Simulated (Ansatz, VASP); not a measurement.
**Br: VASP beside Ansatz**

File INCAR:

```
SYSTEM = Br
  PREC = Accurate
  ENCUT = 520
  EDIFF = 1E-6
  ISMEAR = -1
  SIGMA = 0.05
  LREAL = .FALSE.
  LASPH = .TRUE.
  NELM = 80
  ALGO = Normal
  ISIF = 2
  LWAVE = .FALSE.
  LCHARG = .FALSE.
  GGA = PS
  NBANDS = 22
```

Contents of KPOINTS:

```
Automatic mesh
0
G
  7 7 3
  0 0 0
```

Contents of POSCAR:

```
Br
1.0
    3.3632500000     -2.3225500000      0.0000000000
    3.3632500000      2.3225500000      0.0000000000
    0.0000000000      0.0000000000      8.7023000000
Br
4
Direct
    0.3651000000      0.6349000000      0.3901000000
    0.1349000000      0.8651000000      0.8901000000
    0.6349000000      0.3651000000      0.6099000000
    0.8651000000      0.1349000000      0.1099000000
```

input.yaml

```yaml
crystal:
  lattice:
    - [3.36325, -2.32255, 0.0]
    - [3.36325, 2.32255, 0.0]
    - [0.0, 0.0, 8.7023]
  atoms:
    - { symbol: Br, position: [0.3651, 0.6349, 0.3901] }
    - { symbol: Br, position: [0.1349, 0.8651, 0.8901] }
    - { symbol: Br, position: [0.6349, 0.3651, 0.6099] }
    - { symbol: Br, position: [0.8651, 0.1349, 0.1099] }
kpoints:
  mp_grid: { grid: [7, 7, 3] }
  band_path:
    path:
      - [0.0, 0.0, 0.0]
      - [0.3692207505, -0.3692207505, 0.0]
      - [0.0, -0.5, 0.0]
      - [0.0, -0.5, -0.5]
      - [0.3692207505, -0.3692207505, -0.5]
      - [0.0, 0.0, -0.5]
      - [0.0, 0.0, 0.0]
      - [-0.5, -0.5, 0.0]
    npoints: 6
scf:
  occupations: { method: fermi_dirac, width: 0.05 }
hamiltonian:
  xc: pbesol
  pseudopotentials: { kind: all_electron, lapw: { basis_error: 0.002 } }
output:
  forces: true
  stress: true
  eigenvalues: true
```

Alike in both runs: functional PBEsol; k mesh 7 × 7 × 3; occupations fermi-dirac, width 0.05 eV; no spin polarisation.

|  | VASP | Ansatz |
| --- | --- | --- |
| version | VASP 6.6.1 | Ansatz 0.2.0 |
| potentials or method | VASP PAW PBE potentials, release 64 (Br) | all-electron LAPW, scalar-relativistic |
| plane-wave cutoff (eV) | 520 | see its input |
| task | single point | band structure |

VASP gave:

| Quantity | Value |
| --- | --- |
| gap on the k mesh at the Fermi level (eV) | 1.84 |
| least direct gap on the mesh (eV) | 1.86 |
| pressure (GPa) | 0.1 |
| largest component of the traceless stress (GPa) | 0.74 |
| rms of the force components (eV/Å) | 0.432 |

**Question.** What did Ansatz give for the same quantities?

**Answer.** gap on the k mesh at the Fermi level (eV): 1.85; least direct gap on the mesh (eV): 1.86; pressure (GPa): 0.1; largest component of the traceless stress (GPa): 0.68; rms of the force components (eV/Å): 0.417.

Atom by atom the forces differ by 0.016 eV/Å (rms over components). Ansatz ran all-electron here, so the differences hold the error of VASP's frozen core and of both bases.

Caveats: the PAW data sets were made with another functional, which shifts forces and pressure a little (VASP); an odd mesh through Γ misses points on the zone boundary, where band edges often lie (VASP).
